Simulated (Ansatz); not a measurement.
**Calculated quadrupolar parameters for BaTiO3**

The cell is a refined structure from the COD, ions relaxed with PBE at fixed cell.

```
CELL_PARAMETERS angstrom
4.00600 0.00000 0.00000
0.00000 4.00600 0.00000
0.00000 0.00000 4.00600
ATOMIC_POSITIONS crystal
Ba 0.50000 0.50000 0.50000
Ti 0.00000 0.00000 0.00000
O 0.50000 0.00000 0.00000
O 0.00000 0.50000 0.00000
O 0.00000 0.00000 0.50000
```

Sites (sets of like atoms) are named by element and the number of their first atom in this list.

Method: Kohn–Sham DFT in Ansatz, LDA, plane waves and PAW, scalar-relativistic, 420 eV cutoff, Γ-centred 8×8×8 k-points, Fermi–Dirac smearing 0.02 eV.

Conventions: |V_zz| ≥ |V_yy| ≥ |V_xx|, η = (V_xx − V_yy)/V_zz, C_Q = eQV_zz/h.

Ba-137: I = 3/2, Q = 236.0 mb; Ti-47: I = 5/2, Q = 302.0 mb; ¹⁷O: I = 5/2, Q = -25.58 mb. Nuclear quadrupole moments: year-2017 set (Pyykkö).

**Question.** Which values are expected at the nuclei?

**Answer.** 

| site | atoms (order as listed) | first shell | V_zz (10²¹ V/m²) | η | C_Q (MHz) |
| --- | --- | --- | --- | --- | --- |
| Ba | 1 | 12 O at 2.83 Å | 0.00 | – | 0 |
| Ti | 2 | 6 O at 2.00 Å | 0.00 | – | 0 |
| O | 3, 4, 5 | 2 Ti at 2.00 Å, angle 180°; also 4 Ba at 2.83 Å | 2.30 | 0.00 | -1.42 |

An axis of threefold or higher order runs through O, so V_zz lies along it and η is zero. Ba and Ti sit on a cubic site, where every gradient vanishes.

At this cell the LDA pressure is -9 GPa, so with LDA the cell would shrink if it were relaxed. This high-symmetry form of BaTiO3 is unstable when cold, to polar off-centring of Ti. The symmetry of the cell holds that distortion back, wholly or in part, and it would change the field gradients, the more the larger the distortion.

Hardware: 1 thread of Arm Neoverse V1 (aarch64; 8 cores open to the job, memory cap 3.0 GiB, no GPU), a shared host with a load of 0.7 a core. Wall time 7.2 s, CPU time 7.2 s, peak memory 0.44 GiB.
